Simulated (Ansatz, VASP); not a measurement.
**NiO in VASP and in Ansatz**

```
CELL_PARAMETERS angstrom
2.50462 0.00000 0.00000
0.00000 2.50462 0.00000
0.00000 0.00000 2.50462
ATOMIC_POSITIONS crystal
Ni 0.00000 0.00000 0.00000
O 0.50000 0.50000 0.50000
```

Measurements of this composition are mostly on another form, of space group No. 225.

Alike in both runs: task single point; functional PBE; k mesh 11 × 11 × 11; occupations fermi-dirac, width 0.05 eV; collinear spin.

```csv
,VASP,Ansatz
version,VASP 6.6.1,Ansatz 0.2.0
potentials or method,"VASP PAW PBE potentials, release 64 (Ni, O), cutoff 520 eV","all-electron LAPW, scalar-relativistic"
```

|  | VASP | Ansatz | Ansatz less VASP |
| --- | --- | --- | --- |
| gap on the k mesh at the Fermi level (eV) | none | none | - |
| pressure (GPa) | 25.2 | 23.9 | -1.34 |
| net moment per atom (μB) | 0.39 | 0.00 | -0.386 |
| size of the moment on the site where the two differ most (μB) | 0.59 | 0.00 | -0.595 |

The net moments differ so much that the two runs ended in different magnetic states, which moves the other rows too. Site moments also hang on the region over which each program counts them. A gap of «none» marks a metal or a gap that the smearing closes. Ansatz ran all-electron here, so the differences hold the error of VASP's frozen core and of both bases.

Caveats: so large a pressure means that the cell lies far from this level's equilibrium, or that cutoff or potentials fall short; semilocal functionals often make such compounds metallic where correlation or magnetic order opens a gap, which also shifts bond lengths; a cell with one magnetic atom can't hold antiferromagnetic order, which such compounds often take (VASP); the starting moments weren't kept (Ansatz).
